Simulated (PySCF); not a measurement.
These 8 structures share the formula C3H4N2. The calculation used PBE0-D3(BJ)/def2-SVP geometry optimisation, gas phase in PySCF. One conformer each; no zero-point energy, no entropy. No frequencies were run at this level. Point groups hold within 0.08 Å.

Task: Order them by energy at this level, lowest first, and give relative energies in kcal/mol.
A. `c1cn[nH]c1`
B. `[H]/N=C(/C)C#N`
C. `[CH2:1]=[N:2][CH2:3][C:4]#[N:5]` with C1–N2–C3–C4 124°
D. `[H]/[N:5]=[CH:4]/[CH2:3][C:2]#[N:1]` with C2–C3–C4–N5 -135°
E. `N#C/C=C\N` (Z-3-amino-2-propenenitrile)
F. `c1c[nH]cn1`
G. `C/N=C/C#N`
H. `C/N=C\C#N`

Result: F (0.0), A (10.4), E (18.3), B (26.8), D (29.4), H (35.6), G (35.7), C (39.4).

As drawn, the lowest has an aromatic ring and an N–H bond, which the highest lacks; the highest has a C≡N group and a C=N bond, which the lowest lacks. Neighbours under 2.5 kcal/mol apart (C/N=C\C#N and C/N=C/C#N) can change places with a better method, another conformer or zero-point energy. C/N=C\C#N and C/N=C/C#N are stereoisomers, 0.1 kcal/mol apart in the conformers taken.

```
        SMILES      E (Eh)  E rel (kcal/mol)  dipole (D)  point group      A, B, C (MHz)
    c1c[nH]cn1  -225.80261               0.0        3.80           Cs   9819, 9433, 4811
    c1cn[nH]c1  -225.78602              10.4        2.31           Cs   9704, 9495, 4799
     N#C/C=C\N  -225.77348              18.3        5.33            –  12907, 3670, 2858
[H]/N=C(/C)C#N  -225.75990              26.8        1.81           Cs   9866, 4173, 2987
  [H]/N=C/CC#N  -225.75573              29.4        3.24           C1  23393, 2603, 2473
     C/N=C\C#N  -225.74582              35.6        1.97           Cs  13091, 3653, 2907
     C/N=C/C#N  -225.74566              35.7        4.47           Cs  45609, 2422, 2333
       C=NCC#N  -225.73976              39.4        4.49           C1  21782, 2791, 2663
```
